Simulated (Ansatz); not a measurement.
# VSi2P4 monolayer in a perpendicular field, part 2 of 3

Wanted: the out-of-plane response of the VSi2P4 monolayer. A positive field points along +c.

Ansatz 0.2.0; plane-wave DFT, PBE-D3(BJ), Ansatz PAW.

So far. Step 2 (Relaxation): The lattice constant a goes from 3.480 to 3.431 Å.

## Step 3: Single point, field 0

A sawtooth potential applies the field, turning back in the middle of the vacuum. With the dipole correction the typed value is the field outside the slab. The induced dipole is small, so the SCF threshold is tight.

The cell differs from the one that the last finished run ended in (c 47.432 → 27.284 Å).

Input file input.yaml:

```yaml
crystal:
  lattice:
    - [3.4305778704, 0.0, 0.0]
    - [-1.7152889352, 2.9709675854, 0.0]
    - [0.0, 0.0, 27.2841708012]
  atoms:
    - { symbol: P, position: [0.0, 0.0, 0.3298615914] }
    - { symbol: Si, position: [0.3333333333, 0.6666666667, 0.3679587756], spin: 0.01 }
    - { symbol: P, position: [0.3333333333, 0.6666666667, 0.4501810376], spin: -0.03 }
    - { symbol: V, position: [0.0, 0.0, 0.5], spin: 0.65 }
    - { symbol: P, position: [0.3333333333, 0.6666666667, 0.5498189624], spin: -0.03 }
    - { symbol: Si, position: [0.3333333333, 0.6666666667, 0.6320412244], spin: 0.01 }
    - { symbol: P, position: [0.0, 0.0, 0.6701384086] }
magnetization:
  spin_polarized: true
kpoints:
  mp_grid: { grid: [18, 18, 1] }
  band_path:
    path: [[0, 0, 0], [0.5, 0, 0], [0.33333333, 0.33333333, 0], [0, 0, 0]]
    npoints: 16
hamiltonian:
  xc: pbe
  dispersion: d3bj
scf:
  occupations: { method: fermi_dirac, width: 0.02585 }
  convergence: { dr2_threshold: 1.0e-10 }
efield:
  axis: 3
  dipole_correction: true
  ramp_position: 0.97
  ramp_width: 0.06
  amplitude: 0
output:
  dos: { projected: true, e_range: [-6, 5] }
  write_potential: true
  write_density: true
  volumetric_format: npy
  elf: true
```

Started as:

```
$ ansatz run input.yaml --threads 2 --pin off --max-ram 3072MiB --backend cpu --events-out ev --progress --plain --runs-dir out
```

Numbers of over 12 decimals in the logs are rounded to 6 here.

Output:

```text
[...]
Crystal: 7 atoms, lattice volume = 278.084 Å³
Basis set: ecut = 420 eV, 5407 PW (Γ)
Bands: 28, of which v1, the nominal top of the filled ones, is band 21 counted from 1 (20 counted from 0)
Symmetry: 6 space group operations
k-points: 37 of 324 (time reversal used)
[...]
Starting moments: Σ|m| = 0.73 μB on 5 of 7 sites
[...]
SCF iter   1: F=—  HF=-7204.269801 eV  |F-HF|=—  |Δ(HF+E_count)|=         —  Δρ=1.95e-2 (↑1.95e-2 ↓1.66e-2)  dr2=4.03e0  dr2_m=1.53e-1  M=0.145 μB ∫|m|=0.215 μB  β_m=0.39  ethr=3.10e-3  p=0.000 e·Å  D=9.78e-14 V/Å  ΔV_dip=-0.00 eV  dr2_dipole=4.90e-7  V_vac-E_F(+/−)=6.39/6.39 eV  ⟨swp⟩=11.2  Hψ=14287  notcnv=0
[...]
efield: sawtooth ramp at fractional position 0.9700 (set: `efield.ramp_position`, or a place that a band, a saddle search or an elastic batch's reference lends), width 0.0600; the density the first Hamiltonian is built on has a dipole p = 0.000 e·Å; the dipole correction subtracts the counter field D = 9.78e-14 V/Å, which shifts the + side's vacuum level by -0.00 eV against the − side's; the planar-averaged density in the ramp window peaks in size at 4.3e-7 e/Å³
[...]
SCF iter   2: F=—  HF=-7207.355284 eV  |F-HF|=—  |Δ(HF+E_count)|=    3.09e0  Δρ=1.21e-2 (↑1.21e-2 ↓1.05e-2)  dr2=1.28e0  dr2_m=5.53e-2  M=0.159 μB ∫|m|=0.216 μB  β_m=0.49  ethr=3.10e-3  p=0.000 e·Å  D=2.01e-6 V/Å  ΔV_dip=-0.00 eV  dr2_dipole=7.78e-9  V_vac-E_F(+/−)=5.84/5.84 eV  ⟨swp⟩=3.0  Hψ=4117  notcnv=0  defer=135
density mixer auto → msr1: a metal under ldos (density of states about μ 0.73 of a free-electron gas's, 16 screened modes)
SCF iter   3: F=—  HF=-7210.839565 eV  |F-HF|=—  |Δ(HF+E_count)|=    3.48e0  Δρ=2.76e-3 (↑2.47e-3 ↓2.76e-3)  dr2=5.27e-2  dr2_m=6.31e-4  M=0.238 μB ∫|m|=0.280 μB  β_m=0.61  ethr=3.10e-3  p=0.000 e·Å  D=5.01e-5 V/Å  ΔV_dip=-0.00 eV  dr2_dipole=7.97e-7  V_vac-E_F(+/−)=5.43/5.44 eV  ⟨swp⟩=3.0  Hψ=3498  notcnv=0  defer=135
[...]
SCF iter  16: F=-7211.144473 eV  HF=-7211.144473 eV  |F-HF|=9.09e-13  |Δ(HF+E_count)|=  1.09e-11  Δρ=1.52e-8 (↑1.52e-8 ↓8.10e-9)  dr2=1.40e-12  dr2_m=1.89e-13  M=0.837 μB ∫|m|=1.005 μB  ethr=1.00e-12  p=-0.000 e·Å  D=-2.47e-8 V/Å  ΔV_dip=0.00 eV  dr2_dipole=3.16e-14  V_vac-E_F(+/−)=5.45/5.45 eV  ⟨swp⟩=11.3  Hψ=8926  notcnv=0
SCF 1 converged in 16 iterations: F = -7211.144473 eV  dr2 = 1.40e-12
[...]
NSCF: frozen V_eff on 49 k-points
efield: sawtooth ramp at fractional position 0.9700 (kept from the solve that this one continues, or follows in the run), width 0.0600; the density the first Hamiltonian is built on has a dipole p = -0.000 e·Å; the dipole correction subtracts the counter field D = -2.47e-8 V/Å, which shifts the + side's vacuum level by +0.00 eV against the − side's; the planar-averaged density in the ramp window peaks in size at 8.8e-7 e/Å³
SCF converged after 16 iterations
Magnetization: 0.8372 μB (20.9186 up, 20.0814 down)
Absolute magnetization: 1.0055 μB (∫|ρ↑−ρ↓|, with the PAW one-centre terms)
[...]
Per-site moments (μB) at R_I (Å): [(0.00207436, 0.922693), (0.0076944, 0.922693), (-0.026317, 0.925389), (0.665642, 0.990908), (-0.026317, 0.925389), (0.0076944, 0.922693), (0.00207436, 0.922693)]
Free energy (F): -7211.144473 eV
[...]
Internal energy: -7211.140742 eV  (E = F + TS)
E sigma→0 (E₀):  -7211.142608 eV
Entropy (-TS):   -0.003731 eV (-0.533 meV/atom)
Fermi energy:    0.562334 eV
Dipole field:    D = 0.000000 V/Å  (p = 0.000000 e·Å, saw-weighted, corrected)
Work function:   Φ+ = 5.4475 eV   Φ− = 5.4475 eV
Levels:          The Fermi level and band energies are counted from a zero that moves with the ramp; work functions are not
[...]
--- Band table (eV; the first three rows and the last of 74) ---
  k-point 0 ↑: bands = [... 17 lower, -0.1006, 0.1134, 0.1134, 0.5825, 3.3444, 3.3444, 3.5105, 3.5105, ... 3 higher]
  k-point 1 ↑: bands = [... 17 lower, -0.1939, 0.0552, 0.0602, 0.5921, 3.2197, 3.3572, 3.4113, 3.5060, ... 3 higher]
  k-point 2 ↑: bands = [... 17 lower, -0.4293, -0.0910, -0.0177, 0.5583, 2.9427, 2.9986, 3.4192, 3.5657, ... 3 higher]
  k-point 36 ↓: bands = [... 17 lower, -1.9627, -0.8570, -0.2121, 1.3002, 2.1429, 2.2678, 2.4418, 2.9855, ... 3 higher]
```

Wall time 52 s (2 threads of Intel Xeon Platinum 8488C (Sapphire Rapids), shared host); peak memory 0.98 GiB.

In the SCF lines HF is the Harris–Foulkes energy and dr2 the Hartree energy of the density residual, in eV; the loop may stop once dr2 is under the threshold and the program's other checks hold. Hψ counts applications of the Hamiltonian.

Numbers from this step:

| Property | Result |
| --- | --- |
| energy at zero smearing | -7211.1426 eV |
| total moment | 0.8372 μB |
| site moments | 0.002074, 0.007694, -0.02632, 0.6656, -0.02632, 0.007694, 0.002074 μB |
| work function, upper face | 5.448 eV |
| dipole along the normal | 2.73e-7 e·Å |

Running mean over a fixed 2.7 Å (it still follows the layers) of the planar mean; the ramp of the sawtooth is left out. Table of electron's electrostatic potential energy less the Fermi level by z:

z (Å), electron's electrostatic potential energy less the Fermi level (eV) and a bar from the least value:
```
      3.5       5.45 ##############################
      4.0       5.45 ##############################
      4.5       5.45 ##############################
      5.0       5.44 ##############################
      5.5       5.44 ##############################
      6.0       5.40 ##############################
      6.5       5.24 ##############################
      7.0       4.57 ############################
      7.5       2.44 #######################
      8.0      -0.68 ################
      8.5      -3.77 #########
      9.0      -6.58 ###
      9.5      -7.96 
     10.0      -7.29 ##
     10.5      -5.64 #####
     11.0      -5.01 #######
     11.5      -4.52 ########
     12.0      -4.50 ########
     12.5      -5.94 #####
     13.0      -7.38 #
     13.5      -7.76 
     14.0      -7.69 #
     14.5      -6.88 ##
     15.0      -5.21 ######
     15.5      -4.30 ########
     16.0      -4.79 #######
     16.5      -5.17 ######
     17.0      -6.30 ####
     17.5      -7.83 
     18.0      -7.61 #
     18.5      -5.46 ######
     19.0      -2.46 ############
     19.5       0.70 ###################
     20.0       3.57 ##########################
     20.5       4.98 #############################
     21.0       5.34 ##############################
     21.5       5.42 ##############################
     22.0       5.44 ##############################
     22.5       5.45 ##############################
     23.0       5.45 ##############################
     23.5       5.45 ##############################
     24.0       5.45 ##############################
```

The density of states has structure finer than the step of the table below, so its rows give means over 0.25 eV, whole bins alone (the curve runs from -6 to 1.99 eV). Peaks (eV: height): total -4.920: 8.16, -3.900: 7.56, -2.470: 7.35, -1.480: 9.65, -1.340: 8.57, -1.200: 11.3, 1.580: 8.53; up -4.920: 4.97, -3.900: 4.34, -2.500: 4.03, -1.510: 4.44, -1.340: 6.12, -1.200: 6.14, 1.330: 4.76; down -4.870: 4.72, -3.850: 4.30, -2.470: 4.50, -2.200: 3.86, -1.480: 5.61, -1.120: 6.55, 1.580: 7.24.

Table of density of states by energy, zero at the Fermi level; means over each step; values in states/eV a cell:

```
energy (eV)  total       up   down
      -5.75  0.347    0.174  0.173
      -5.50  0.354    0.179  0.175
      -5.25   1.04    0.554  0.490
      -5.00   4.96     2.76   2.20
      -4.75   3.64     1.67   1.98
      -4.50   3.02     1.47   1.56
      -4.25   1.87    0.950  0.920
      -4.00   4.39     2.50   1.89
      -3.75   3.39     1.45   1.94
      -3.50   3.11     1.79   1.32
      -3.25   3.42     1.49   1.93
      -3.00   3.22     1.81   1.40
      -2.75   4.97     2.46   2.52
      -2.50   5.82     2.91   2.91
      -2.25   4.78     2.44   2.34
      -2.00   5.86     3.02   2.83
      -1.75   4.16     2.04   2.12
      -1.50   6.47     3.69   2.78
      -1.25   8.16     4.19   3.97
      -1.00   6.43     2.75   3.68
      -0.75   2.82     1.26   1.56
      -0.50   2.74     2.11  0.640
      -0.25   1.48     1.26  0.220
       0.00   1.42    0.743  0.680
       0.25   1.61  0.00297   1.60
       0.50   1.15   0.0430   1.11
       0.75   1.16    0.449  0.707
       1.00  0.765    0.765      0
       1.25   2.59     2.59      0
       1.50   2.64     1.59   1.06
       1.75   4.00     1.77   2.23
```

Projected DOS per atom over height of the atomic layer and energy from the Fermi level. Layers: P Si P V P Si P from below.

Ten even steps from '_' (0.01 states/eV) to '@' (2.09 states/eV), each cell a mean:
```
..::..@@..::..
______##______
______==______
______--______
______++______
______==______
______##______
..__::==::__..
++..**%%**..++
==..++##++..==
==..--==--..==
==..--::--..==
==::==::==::==
--::::::::::--
::..::::::..::
::..........::
::::--::--::::
....::..::....
::::--..--::::
::::::__::::::
______________
______________
```
Columns: height of the atomic layer (Å) from 9 to 18.3 (not evenly spaced); rows upwards: energy from the Fermi level (eV) from -5.96 to 1.96.

Projected DOS per atom, spin up over height of the atomic layer and energy from the Fermi level. Layers: P Si P V P Si P from below.

Ten even steps from '_' (0.00 states/eV) to '@' (1.33 states/eV), each cell a mean:
```
......==......
____..@@..____
______##______
______::______
______________
______==______
______@@______
..__..==..__..
==__--++--__==
==__==##==__==
::..::--::..::
--..::::::..--
--::--::--::--
::..::::::..::
::..........::
..............
::..--::--..::
......__......
....::..::....
..::::__::::..
______________
______________
```
Columns: height of the atomic layer (Å) from 9 to 18.3 (not evenly spaced); rows upwards: energy from the Fermi level (eV) from -5.96 to 1.96.

Projected DOS per atom, spin down over height of the atomic layer and energy from the Fermi level. Layers: P Si P V P Si P from below.

Ten even steps from '_' (0.00 states/eV) to '@' (1.52 states/eV), each cell a mean:
```
....__@@__....
______::______
______________
______--______
______##______
______--______
______..______
..__::::::__..
==__++**++__==
::__------__::
--..::::::..--
--..::..::..--
--::--..--::--
::..........::
..............
......__......
....::..::....
__....__....__
....::__::....
......__......
______________
______________
```
Columns: height of the atomic layer (Å) from 9 to 18.3 (not evenly spaced); rows upwards: energy from the Fermi level (eV) from -5.96 to 1.96.

Deep bands are left out, so band numbers here count from the lowest band kept and differ from the log's. The electronic bands at the labelled points (eV, zero at the Fermi level; # counts the bands kept):

| point | up #11 | up #12 | up #13 | up #14 | down #9 | down #11 | down #12 | down #13 |
| --- | --- | --- | --- | --- | --- | --- | --- | --- |
| Γ | -0.45 | -0.45 | 0.02 | 2.78 | -0.64 | -0.26 | -0.26 | 0.74 |
| halfway | -1.15 | -1.02 | -0.38 | 1.66 | -1.65 | -0.97 | -0.95 | 0.36 |
| M | -1.53 | -0.80 | -0.67 | 1.22 | -1.81 | -1.47 | -0.54 | -0.17 |
| halfway | -1.54 | -1.07 | -0.22 | 0.87 | -2.06 | -1.47 | -1.01 | 0.37 |
| K | -1.45 | -0.81 | 0.13 | 0.56 | -2.66 | -1.42 | -0.77 | 0.74 |
| halfway | -1.32 | -1.01 | -0.42 | 1.61 | -1.85 | -1.20 | -0.93 | 0.32 |
| Γ | -0.45 | -0.45 | 0.02 | 2.78 | -0.64 | -0.26 | -0.26 | 0.74 |

Spin density in the ca plane at fractional y = 0.667, with atoms of Si and P within 0.2 Å of it.

Ten even steps from '0' (-1.08 × 1e-2 e/Å³) to '9' (4.75 × 1e-2 e/Å³), each cell a mean:
```
11111111111111111111111111111222489422211111
11111111111111111111111111111222499522211111
11111111111111111111111111111112377421111111
11111111111111111111111112211000244210011222
11111111111111111111111122321000122100012222
11111111111111111111111122332110011001123332
11111111111111111111111122332100011000122332
11111111111111111111111122221000133200012222
11111111111111111111111112211111356311111121
```
Columns run along c (16.0 Å, from fractional 0.06 to 0.64 of the cell), rows up along a (3.4 Å). Atoms in or near the plane, at fractional coordinates: Si at (0.37, 0.33), P at (0.45, 0.33), P at (0.55, 0.33), Si at (0.63, 0.33).

ELF of down spins in the ca plane at fractional y = 0.667, with atoms of Si and P within 0.2 Å of it. It is the smooth field of the valence electrons, not physical close to the nuclei.

Ten even steps from '0' (0.00) to '9' (0.92), each cell a mean:
```
00000024677777631113442000244311146777776420
00000025787766531001221000122100135667887520
00000013567778752235774101576532357877765310
00000001235688765667898425898766567886432100
00000000012465347996368536853699734564210000
00000000001232448993005536400499843232100000
00000000001343338994026536610599733343100000
00000000123577656787788536887787656775311000
00000002456788754457887313788653468887653200
```
Columns run along c (16.0 Å, from fractional 0.18 to 0.77 of the cell), rows up along a (3.4 Å). Atoms in or near the plane, at fractional coordinates: Si at (0.37, 0.33), P at (0.45, 0.33), P at (0.55, 0.33), Si at (0.63, 0.33).

ELF in the ca plane at fractional y = 0.667, with atoms of Si and P within 0.2 Å of it. It is the smooth field of the valence electrons, not physical close to the nuclei.

Ten even steps from '0' (0.00) to '9' (0.92), each cell a mean:
```
00000000000000013677777652112343100134421124
00000000000000014688776642001222100112210013
00000000000000012467778763223676311257642235
00000000000000000134578865567899732689876656
00000000000000000001356435898447744774489863
00000000000000000000232245998101644620079973
00000000000000000001243335998203744641179963
00000000000000000012467755788778743788778765
00000000000000001346678875345788521478764346
```
Columns run along c (16.0 Å, from fractional 0.06 to 0.64 of the cell), rows up along a (3.4 Å). Atoms in or near the plane, at fractional coordinates: Si at (0.37, 0.33), P at (0.45, 0.33), P at (0.55, 0.33), Si at (0.63, 0.33).

The work function of the upper face is 5.45 eV.

(Part 2 of 3 ends here.)

[Logs are printed without paths, hosts, clocks, repeated set-up lines and the standing remarks that a program may print on its own settings, such as how far it seeks lower states.]

[Hosts, paths, dates, database ids (printed as entryN), source tags and the programs' standing remarks are cut or masked in the printed files.]

[Maps of the electrostatic potential energy from Ansatz leave out the sawtooth potential of an applied field or a dipole correction, so their vacuum need not be flat; planar profiles and work functions include it.]

[The density of states shown here was stored with 400 of the rows of the run's finer table, so its peaks can read low, often by over a quarter, or be missed, and its means over a window can be off by a tenth or more.]
